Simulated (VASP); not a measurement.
Wanted: the native input for a VASP 6.6.1 run.

| Item | Value |
| --- | --- |
| Task | atomic charges |
| Functional | PBEsol |
| Potentials or basis | VASP PAW PBE potentials, release 64 (Co, O) |
| Cutoff | 520 eV |
| k mesh | 9 × 9 × 6 |
| Occupations | gaussian, width 0.05 eV |
| Spin | collinear spin, antiferromagnetic start |
| Starting moments | [2.0, -2.0, 0.0, 0.0] μB |
| Hubbard terms | Co d U = 7 eV |
| Supercell matrix | [0, 1, 1, 1, 0, 1, 1, 1, 0] |
| Further INCAR settings | ALGO = Normal; EDIFF = 1e-07 |

The structure of CoO lies in POSCAR:

```
CoO
1.0
    3.0160000000      0.0000000000      0.0000000000
    0.0000000000      3.0160000000      0.0000000000
    0.0000000000      0.0000000000      4.2144950754
Co O
2 2
Direct
    0.0000000000      0.0000000000      0.0000000000
    0.5000000000      0.5000000000      0.5000000000
    0.0000000000      0.0000000000      0.5000000000
    0.5000000000      0.5000000000      0.0000000000
```

The input as run:

INCAR

```
PREC = Accurate ; ENCUT = 520
EDIFF = 1E-7 ; ISMEAR = 0
SIGMA = 0.05 ; LREAL = False
LASPH = True ; NELM = 150
ALGO = Normal ; ISIF = 2
LWAVE = False ; LCHARG = False
ISPIN = 2 ; MAGMOM = 2 -2 0 0
LORBIT = 10 ; LMAXMIX = 4
LDAU = True ; LDAUTYPE = 2
LDAUL = 2 -1 ; LDAUU = 7 0
LDAUJ = 0 0 ; LDAUPRINT = 1
GGA = PS
```

KPOINTS

```
Automatic mesh
0
Gamma
  9 9 6
```

Potentials or basis: VASP PAW PBE potentials, release 64 (Co, O).

The run is started by

```sh
$ cat potpaw_PBE.64/Co/POTCAR potpaw_PBE.64/O/POTCAR > POTCAR
$ mpirun -np 1 vasp_std > vasp.out
```

Results of the run:

| Quantity | Value |
| --- | --- |
| Pressure | -4.1 GPa |
| Band gap on the k mesh | 2.06 eV |
| Net moment | 0.00 μB per cell |
| Site moments | Co +2.86, -2.86; O -0.07, +0.07 μB |
| Valence electrons inside the program's atomic spheres | Co 7.87; O 5.00 |

Caveat: the PAW data sets were made with another functional, which shifts forces and pressure a little; an odd mesh through Γ misses points on the zone boundary, where band edges often lie.

Wall time 92 s on 1 thread of Intel(R) Xeon(R) Platinum 8259CL CPU @ 2.50GHz (Skylake/Cascade Lake) (shared host), peak memory 0.2 GiB.
